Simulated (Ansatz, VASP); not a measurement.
# Two plane-wave programs on Ag

INCAR

```
SYSTEM = Ag
PREC = Accurate
ENCUT = 520
EDIFF = 1E-7
ISMEAR = -1
SIGMA = 0.05
LREAL = .FALSE.
LASPH = .TRUE.
NELM = 80
ALGO = Normal
ISIF = 2
LWAVE = .FALSE.
LCHARG = .FALSE.
LMAXMIX = 4
GGA = PE
```

KPOINTS

```
Automatic mesh
0
G
  11 11 11
  0 0 0
```

POSCAR

```
Ag
1.0
    0.0000000000      2.0427500000      2.0427500000
    2.0427500000      0.0000000000      2.0427500000
    2.0427500000      2.0427500000      0.0000000000
Ag
1
Direct
    0.0000000000      0.0000000000      0.0000000000
```

The input KPOINTS_OPT:

```
path GXWKGLUWLK,UX
10
line-mode
reciprocal
 0.0000000000  0.0000000000  0.0000000000  G
 0.5000000000  0.0000000000  0.5000000000  X

 0.5000000000  0.0000000000  0.5000000000  X
 0.5000000000  0.2500000000  0.7500000000  W

 0.5000000000  0.2500000000  0.7500000000  W
 0.3750000000  0.3750000000  0.7500000000  K

 0.3750000000  0.3750000000  0.7500000000  K
 0.0000000000  0.0000000000  0.0000000000  G

 0.0000000000  0.0000000000  0.0000000000  G
 0.5000000000  0.5000000000  0.5000000000  L

 0.5000000000  0.5000000000  0.5000000000  L
 0.6250000000  0.2500000000  0.6250000000  U

 0.6250000000  0.2500000000  0.6250000000  U
 0.5000000000  0.2500000000  0.7500000000  W

 0.5000000000  0.2500000000  0.7500000000  W
 0.5000000000  0.5000000000  0.5000000000  L

 0.5000000000  0.5000000000  0.5000000000  L
 0.3750000000  0.3750000000  0.7500000000  K

 0.6250000000  0.2500000000  0.6250000000  U
 0.5000000000  0.0000000000  0.5000000000  X
```

The input input.yaml:

```yaml
crystal:
  lattice:
    - [0.0, 2.04275, 2.04275]
    - [2.04275, 0.0, 2.04275]
    - [2.04275, 2.04275, 0.0]
  atoms:
    - { symbol: Ag, position: [0.0, 0.0, 0.0] }
hamiltonian:
  xc: pbe
  pseudopotentials: { kind: paw }
kpoints:
  mp_grid: { grid: [11, 11, 11] }
  band_path:
    path:
      - [[0.0, 0.0, 0.0], [0.5, 0.0, 0.5], [0.5, 0.25, 0.75], [0.375, 0.375, 0.75], [0.0, 0.0, 0.0], [0.5, 0.5, 0.5], [0.625, 0.25, 0.625], [0.5, 0.25, 0.75], [0.5, 0.5, 0.5], [0.375, 0.375, 0.75]]
      - [[0.625, 0.25, 0.625], [0.5, 0.0, 0.5]]
    npoints: 14
scf:
  occupations: { method: fermi_dirac, width: 0.05 }
  n_extra_bands: 6
output:
  forces: true
  stress: true
  eigenvalues: true
  fatbands: false
  write_density: true
  write_potential: true
  elf: true
  volumetric_format: npy
```

Alike in both runs: task band structure; functional PBE; k mesh 11 × 11 × 11; occupations fermi-dirac, width 0.05 eV; no spin polarisation.

```csv
,VASP,Ansatz
version,VASP 6.6.1,Ansatz 0.2.0
potentials or method,"VASP PAW PBE potentials, release 64 (Ag)",Ansatz PAW
plane-wave cutoff (eV),520,420
valence electrons in the cell,11,19
```

VASP gave:

* gap on the k mesh at the Fermi level (eV): none
* pressure (GPa): 4.3

Question: Estimate Ansatz's values.

Answer: gap on the k mesh at the Fermi level (eV): none; pressure (GPa): 4.4.

A gap of «none» marks a metal or a gap that the smearing closes. The two sets of potentials don't hold the same shells in valence.
